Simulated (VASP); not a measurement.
Set up this calculation in VASP 6.6.1, as the native input.

```yaml
Task: single point
Functional: PBE
Potentials_or_basis: VASP PAW PBE potentials, release 64 (In_d)
Cutoff: 520 eV
k_mesh: 16 × 16 × 16
Occupations: gaussian, width 0.1 eV
Spin: no spin polarisation
Dipole_correction: no
Further_INCAR_settings: ALGO = Fast; EDIFF = 1e-06; NBANDS = 12
```

The structure of In lies in POSCAR:

```
In
1.0
   -1.9096558415      1.9096558415      1.9096558415
    1.9096558415     -1.9096558415      1.9096558415
    1.9096558415      1.9096558415     -1.9096558415
In
1
Direct
    0.0000000000      0.0000000000      0.0000000000
```

This isn't the form of In at room conditions, which is tetragonal.

These files were run (other wordings do the same):

INCAR

```
PREC = Accurate
ENCUT = 520
EDIFF = 1E-6
ISMEAR = 0
SIGMA = 0.1
LREAL = F
LASPH = T
NELM = 100
ALGO = Fast
ISIF = 2
LWAVE = F
LCHARG = T
GGA = PE
LELF = T
LVHAR = T
NBANDS = 12
```

KPOINTS

```
Automatic mesh
0
Gamma
  16 16 16
```

Potentials or basis: VASP PAW PBE potentials, release 64 (In_d).

Launch:

```bash
$ cat potpaw_PBE.64/In_d/POTCAR > POTCAR
$ mpirun -np 1 vasp_std > vasp.out
```

Results of the run:

| Item | Value |
| --- | --- |
| Pressure | 0.0 GPa |
| Band gap on the k mesh | none (metal or under the smearing width) |

It took 25 s on 1 thread of Intel(R) Xeon(R) 6975P-C (Granite Rapids), with other jobs on the host, peak memory 0.18 GiB.
